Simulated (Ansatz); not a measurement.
# Dielectric response of KF (001) films, part 5 of 6

Aim: the electronic and static ε of rocksalt KF (001) from films of three thicknesses in a field.

Ansatz 0.2.0; plane-wave DFT, PBE, Ansatz PAW (the session's first sound run).

So far. Step 25 (Field on, atoms free, 16 atoms, units 8, field -0.05 …): The dipole is -0.0775 e·Å, and the gap on the mesh 5.066 eV.

**26. Response with the atoms relaxed, 16 atoms, units 8**

This step: plane-wave DFT, PBE, Ansatz PAW; response to a field along the normal, atoms relaxed (Ansatz 0.2.0).

Local field over the applied field, running mean. From the potentials at -0.05 and 0.05 V/Å; running mean over 2.675 Å, taken twice. Local field over applied field against z:

```
z (Å)  local field over applied field
    4                           0.999
    5                           0.994
    6                           0.937
    7                           0.657
    8                           0.261
    9                          0.0204
   10                          0.0528
   11                           0.155
   12                           0.186
   13                           0.159
   14                           0.128
   15                           0.124
   16                           0.134
   17                           0.140
   18                           0.142
   19                           0.141
   20                           0.139
   21                           0.132
   22                           0.124
   23                           0.133
   24                           0.168
   25                           0.181
   26                           0.125
   27                          0.0270
   28                          0.0651
   29                           0.374
   30                           0.756
   31                           0.974
   32                           0.996
```

The induced dipole is that of a conductor 19.59 Å thick.

**27. Electronic ε from the series**

This step: plane-wave DFT, PBE, Ansatz PAW; permittivity from the thickness series, atoms held (Ansatz 0.2.0).

Each added layer adds t(1 − 1/ε) to the dipole term, so the slope against thickness gives ε without a choice of where the film ends.

Numbers from this step:

| Item | Value |
| --- | --- |
| slope | 0.4914 |
| intercept of the fit | 1.544 Å |
| ε of the interior | 1.966 |

Table of equivalent conductor thickness by distance between the outer atoms:

```
distance between the outer atoms (Å)  equivalent conductor thickness (Å)
                                5.43                                4.21
                               10.88                                6.89
                               19.07                                10.9
```

By hand, from the thinnest and the thickest film: slope = (10.915 − 4.210) / (19.069 − 5.426) = 0.491, so ε = 1/(1 − 0.491) = 1.97.

**28. Static ε from the series**

This step: plane-wave DFT, PBE, Ansatz PAW; permittivity from the thickness series, atoms relaxed (Ansatz 0.2.0).

The same fit for the relaxed films. The nearer its slope lies to 1, the more ε hangs on small errors.

This step gave:

| Property | Result |
| --- | --- |
| slope | 0.8583 |
| intercept of the fit | 3.220 Å |
| ε of the interior | 7.055 |

The equivalent conductor thickness by distance between the outer atoms:

```
distance between the outer atoms (Å)  equivalent conductor thickness (Å)
                                5.43                                7.89
                               10.88                                12.5
                               19.07                                19.6
```

By hand, from the thinnest and the thickest film: slope = (19.594 − 7.888) / (19.070 − 5.427) = 0.858, so ε = 1/(1 − 0.858) = 7.04. One nm of such a film has the capacitance of 3.9/7.04 = 0.55 nm of SiO₂ (its equivalent oxide thickness).

**29. The bulk crystal**

This step: plane-wave DFT, PBE, Ansatz PAW (Ansatz 0.2.0).

System of this step: rocksalt KF. It takes space group Fm-3m (No. 225, cubic). Conventional cell: a = 5.350 Å, b = 5.350 Å, c = 5.350 Å, α = 90.00°, β = 90.00°, γ = 90.00°. Nearest to K lie 6 F at 2.67 Å. Nearest to F lie 6 K at 2.67 Å. Farther neighbours and most contacts between anions are not listed.

Band edges are better read in the bulk than in a thin slab, where confinement and surface states shift them. The bulk run gives them against its mean potential.

The input, input.yaml:

```yaml
crystal:
  lattice:
    - [0.0, 2.675, 2.675]
    - [2.675, 0.0, 2.675]
    - [2.675, 2.675, 0.0]
  atoms:
    - { symbol: K, position: [0.0, 0.0, 0.0] }
    - { symbol: F, position: [0.5, 0.5, 0.5] }
kpoints:
  mp_grid: { grid: [10, 10, 10] }
  band_path: { path: [VBM, CBM], npoints: 1 }
hamiltonian:
  xc: pbe
scf:
  occupations: { method: fixed }
  convergence: { dr2_threshold: 1.0e-09 }
output:
  eigenvalues: true
checkpoint:
  write: bulk.run
  compress: false
  write_wavefunctions: false
```

On the command line:

```sh
> ansatz run input.yaml --threads 4 --pin off --max-ram 8192MiB --backend cpu --events-out ev --progress --plain --runs-dir out
```

Numbers of over 12 decimals in the logs are rounded to 6 here.

The program printed:

```text
[...]
Crystal: 2 atoms, lattice volume = 38.283 Å³
Basis set: ecut = 420 eV, 725 PW (Γ)
Bands: 12, of which v1, the nominal top of the filled ones, is band 8 counted from 1 (7 counted from 0)
Symmetry: 48 space group operations
[...]
k-points: 47 of 1000
[...]
SCF iter   1: F=—  HF=-2348.797272 eV  |F-HF|=—  |Δ(HF+E_count)|=         —  Δρ=6.25e-4  dr2=6.88e-5  ethr=1.77e-3  ⟨swp⟩=4.3  Hψ=3045  notcnv=0  defer=79
[...]
SCF iter   9: F=-2348.797237 eV  HF=-2348.797237 eV  |F-HF|=2.36e-11  |Δ(HF+E_count)|=   1.12e-9  Δρ=3.12e-7  dr2=2.85e-11  ethr=6.25e-12  ⟨swp⟩=2.0  Hψ=2281  notcnv=0
SCF 1 converged in 9 iterations: F = -2348.797237 eV  dr2 = 2.85e-11
[...]
SCF converged after 9 iterations
Free energy (F): -2348.797237 eV
[...]
Internal energy: -2348.797237 eV  (E = F + TS)
E sigma→0 (E₀):  -2348.797237 eV
Fermi energy:    1.437267 eV
[...]
--- Band table (eV; the first three rows and the last of 47) ---
  k-point 0: bands = [... 4 lower, -7.9494, 1.4373, 1.4373, 1.4373, 7.6001, 12.1024, 12.1024, 12.1024]
  k-point 1: bands = [... 4 lower, -7.9530, 1.3453, 1.4029, 1.4029, 7.8805, 11.9344, 12.2354, 12.2354]
  k-point 2: bands = [... 4 lower, -7.9622, 1.1265, 1.3147, 1.3147, 8.6286, 11.6275, 12.5915, 12.5915]
  k-point 46: bands = [... 4 lower, -8.0481, 1.0682, 1.2532, 1.2990, 10.6731, 11.6863, 12.5073, 14.7949]
```

Run time: 0.88 s. Hardware: 4 threads of Arm Neoverse V1, shared host; peak memory 0.27 GiB.

This step gave:

* gap on the k-mesh: 6.163 eV
* gap along the path: 6.163 eV
* smallest direct gap along the path: 6.163 eV
* gap, the smaller of path and mesh: 6.163 eV

The gap is 6.16 eV.

**30. Band edges against the vacuum, levels PBE**

This step: plane-wave DFT, PBE, Ansatz PAW; band edges against the vacuum, bulk levels by PBE (Ansatz 0.2.0).

System of this step: KF (001), 8 units. The cell holds 16 atoms: 8 K and 8 F. Cell: a = 3.783 Å, b = 3.783 Å, c = 36.725 Å, α = 90.0°, β = 90.0°, γ = 90.0°. It derives from KF (rocksalt KF). Vacuum lies along c.

The averaged potential in the middle of the thickest slab ties the bulk's levels to the vacuum level.

The input, align.yaml:

```yaml
surface:
  bulk: { run: bulk.run }
  slab: { run: end8.run, axis: 3 }
  face: plus
  period: 2.675
```

On the command line:

```sh
> ansatz align-bands align.yaml -- --threads 4 --pin off
```

The program printed:

```text
plus face
ionisation energy 6.053 eV
electron affinity -0.109 eV
  bulk: levels by pbe on the potential of pbe; from 17.03 to 19.70 Å its average varies by 0.2081 eV and climbs by -0.0000; the bulk's density to 2.00 % (its layers are strained against the bulk's: take a thicker slab or side, or run the bulk at their strain)
  vacuum: slopes by 0.0000 eV/Å; line-up 4.6706 eV
  the slab's own level stands +0.077 eV from the bulk's
  of the slab's run: its band edges are its mesh's, and a band can turn off it. A run with kpoints.band_path: { path: [VBM, CBM], npoints: 1 } finds the zone's; the potential's macroscopic average varies by 0.2081 eV from 17.025 to 19.700 Å, more than 0.03 eV: the crystal is too thin there to have an interior, or the window reaches out of it, or the period is not the layers'
```

The job ended after 0.07 s (4 threads).

Numbers from this step:

```yaml
ionisation_energy: 6.053 eV
electron_affinity: -0.1094 eV
slab_level_shift: 0.07733 eV
```

Check by hand: ionisation energy less affinity, 6.05 − (-0.11) = 6.16 eV, is the bulk gap at this level.

The program warns that the averaged potential varies by 0.21 eV in the slab's middle, which these edges carry as an error.

**31. The bulk with HSE06, k-mesh 6×6×6**

This step: plane-wave DFT, HSE06, Ansatz PAW (Ansatz 0.2.0).

System of this step: rocksalt KF. It takes space group Fm-3m (No. 225, cubic). The conventional cell has a = 5.350 Å, b = 5.350 Å, c = 5.350 Å, α = 90.00°, β = 90.00°, γ = 90.00°. K has 6 F at 2.67 Å nearest. Nearest to F lie 6 K at 2.67 Å. Farther neighbours and most contacts between anions are not listed.

A hybrid functional removes part of the gap error, and is affordable in the small bulk cell.

input.yaml, the sections that differ from step 29:

```yaml
kpoints:
  mp_grid: { grid: [6, 6, 6] }
hamiltonian:
  xc: hse06
scf:
  occupations: { method: fixed }
  convergence: { dr2_threshold: 1.0e-08 }
checkpoint:
  write: bulk-hse.run
  compress: false
  write_wavefunctions: false
# crystal, output: as in step 29
```

On the command line:

```sh
> ansatz run input.yaml --threads 4 --pin off --max-ram 8192MiB --backend cpu --events-out ev --progress --plain --runs-dir out
```

The program printed:

```text
[...]
davidson cushion auto → on  (no smearing: the cushion is to keep the highest requested band from converging to the state above it; pin scf.eigensolver.cushion to override)
Crystal: 2 atoms, lattice volume = 38.283 Å³
Basis set: ecut = 420 eV, 725 PW (Γ)
Bands: 12, of which v1, the nominal top of the filled ones, is band 8 counted from 1 (7 counted from 0)
Symmetry: 48 space group operations
[...]
k-points: 16 of 216
[...]
SCF iter   1: F=—  HF=-2348.796553 eV  |F-HF|=—  |Δ(HF+E_count)|=         —  Δρ=6.73e-4  dr2=1.13e-4  ethr=1.77e-3  ⟨swp⟩=2.4  Hψ=1495  notcnv=0
[...]
SCF iter   2: F=-2348.796722 eV  HF=-2348.796687 eV  |F-HF|=3.49e-5  |Δ(HF+E_count)|=   1.35e-4  Δρ=4.02e-4  dr2=2.66e-5  ethr=7.06e-7  ⟨swp⟩=4.4  Hψ=669  notcnv=0  defer=3
SCF 1 stopped early in 2 iterations: F = -2348.796722 eV  dr2 = 2.66e-5
[...]
Exchange kernel: α = 0.2500, screened, ω = 0.2079 Å⁻¹, Wigner–Seitz truncation, v(0) = 1046.2841 eV·Å³, q-mesh 6×6×6, nearest image of the exchange supercell L = 22.70 Å, pair-density grid 15×15×15, without the augmentation charges, whose exchange is taken in its separable form by FFT convolution over the k-point mesh (sized by the pseudopotential files, 24×24×24 at the most), smooth part of the exact exchange by density-matrix convolution
Frozen-core exchange: fock
SCF iter   1: F=—  HF=-2349.498234 eV  |F-HF|=—  |Δ(HF+E_count)|=         —  Δρ=7.83e-3  dr2=2.91e-2  ethr=1.66e-6  ⟨swp⟩=7.2  Hψ=1063  notcnv=0
[...]
SCF iter   5: F=—  HF=-2349.491932 eV  |F-HF|=—  |Δ(HF+E_count)|=   6.94e-5  Δρ=4.57e-5  dr2=3.02e-5  ethr=6.76e-10  ⟨swp⟩=5.0  Hψ=1266  notcnv=0
eigensolver tolerance schedule calibrated: the retry pair's looser diagonalisation under-reported the residual by θ = 0.76 (0.24/decade); ethr = c·dr2/N_el runs at the constant in force after the calibration composes with the one it found (an armed cap, an earlier calibration), c = 1.7e-2
SCF iter   6: F=—  HF=-2349.492196 eV  |F-HF|=—  |Δ(HF+E_count)|=   2.64e-4  Δρ=6.22e-4  dr2=9.65e-5  ethr=4.92e-10  ⟨swp⟩=5.8  Hψ=942  notcnv=0
SCF iter   7: F=-2349.492165 eV  HF=-2349.492165 eV  |F-HF|=1.69e-7  |Δ(HF+E_count)|=   3.09e-5  Δρ=2.77e-5  dr2=7.82e-7  ethr=4.92e-10  ⟨swp⟩=5.1  Hψ=869  notcnv=0
SCF 2 stopped early in 7 iterations: F = -2349.492165 eV  dr2 = 7.82e-7
[...]
hybrid outer 1: dexx = +3.559e-3 eV, tail = 6.29e-6 eV
[...]
Frozen-core exchange: fock
SCF iter   1: F=—  HF=-2349.492272 eV  |F-HF|=—  |Δ(HF+E_count)|=         —  Δρ=7.73e-5  dr2=1.54e-6  ethr=1.96e-7  ⟨swp⟩=3.1  Hψ=539  notcnv=0
[...]
SCF iter   3: F=-2349.492271 eV  HF=-2349.492271 eV  |F-HF|=2.06e-9  |Δ(HF+E_count)|=   3.69e-8  Δρ=4.32e-6  dr2=2.36e-9  ethr=2.33e-10  ⟨swp⟩=3.7  Hψ=589  notcnv=0  defer=3
SCF 3 converged in 3 iterations: F = -2349.492271 eV  dr2 = 2.36e-9
hybrid outer 2: dexx = +9.464e-8 eV, tail = 9.03e-9 eV, Δε = 1.89e-3 eV (about 7.86e-5 eV left of the loop's levels)
hybrid SCF converged: 2 outer / 10 inner (+2 warm-up), last move |dexx| = 9.46e-8 eV, tail = 9.03e-9 eV
[...]
Free energy (F): -2349.492271 eV
Frozen-core exchange: fock
[...]
Internal energy: -2349.492271 eV  (E = F + TS)
E sigma→0 (E₀):  -2349.492271 eV
Fermi energy:    -0.152134 eV
[...]
--- Band table (eV; the first three rows and the last of 16) ---
  k-point 0: bands = [... 4 lower, -9.6582, -0.1521, -0.1521, -0.1521, 8.0080, 12.8608, 12.8608, 12.8608]
  k-point 1: bands = [... 4 lower, -9.6661, -0.3730, -0.2417, -0.2417, 8.7562, 12.4044, 13.2426, 13.2426]
  k-point 2: bands = [... 4 lower, -9.6818, -0.7573, -0.4160, -0.4160, 10.3591, 12.0895, 14.0224, 14.0224]
  k-point 15: bands = [... 4 lower, -9.7765, -0.4727, -0.3303, -0.2612, 10.9320, 12.6294, 13.1541, 15.8824]
```

Wall time 4.2 s (4 threads); peak memory 0.9 GiB.

Numbers from this step:

* gap on the k-mesh: 8.160 eV

The gap is 8.16 eV.

**32. Band edges against the vacuum, levels HSE06**

This step: plane-wave DFT, PBE, Ansatz PAW; band edges against the vacuum, bulk levels by HSE06 (Ansatz 0.2.0).

System of this step: KF (001), 8 units. The cell holds 16 atoms: 8 K and 8 F. Cell: a = 3.783 Å, b = 3.783 Å, c = 36.725 Å, α = 90.0°, β = 90.0°, γ = 90.0°. It derives from KF (rocksalt KF). Vacuum lies along c.

The same line-up with the hybrid's levels.

The input, align.yaml:

```yaml
surface:
  bulk: { run: bulk.run, levels_from: { run: bulk-hse.run } }
  slab: { run: end8.run, axis: 3 }
  face: plus
  period: 2.675
```

On the command line:

```sh
> ansatz align-bands align.yaml -- --threads 4 --pin off
```

The program printed:

```text
plus face
ionisation energy 7.643 eV
electron affinity -0.517 eV
  bulk: levels by hse06 on the potential of pbe; from 17.03 to 19.70 Å its average varies by 0.2081 eV and climbs by -0.0000; the bulk's density to 2.00 % (its layers are strained against the bulk's: take a thicker slab or side, or run the bulk at their strain)
  vacuum: slopes by 0.0000 eV/Å; line-up 4.6706 eV
  of the bulk's run: of the levels' run: its band edges are its mesh's, and a band can turn off it. A run with kpoints.band_path: { path: [VBM, CBM], npoints: 1 } finds the zone's; its band edges are of a coarser mesh than the slab's or the interface's, whose density can shift them: a run under levels_from is taken as it is
[...]
```

It took 0.08 s on 4 threads.

This step gave:

- ionisation energy: 7.643 eV
- electron affinity: -0.5172 eV

Check by hand: ionisation energy less affinity, 7.64 − (-0.52) = 8.16 eV, is the bulk gap at this level.

The program warns that the averaged potential varies by 0.21 eV in the slab's middle, which these edges carry as an error.

(Continued in part 6 of 6.)

[Logs are printed without paths, hosts, clocks, repeated set-up lines and the standing remarks that a program may print on its own settings, such as how far it seeks lower states.]

[Hosts, paths, dates, database ids (printed as entryN), source tags and the programs' standing remarks are cut or masked in the printed files.]

[Maps of the electrostatic potential energy from Ansatz leave out the sawtooth potential of an applied field or a dipole correction, so their vacuum need not be flat; planar profiles and work functions include it.]
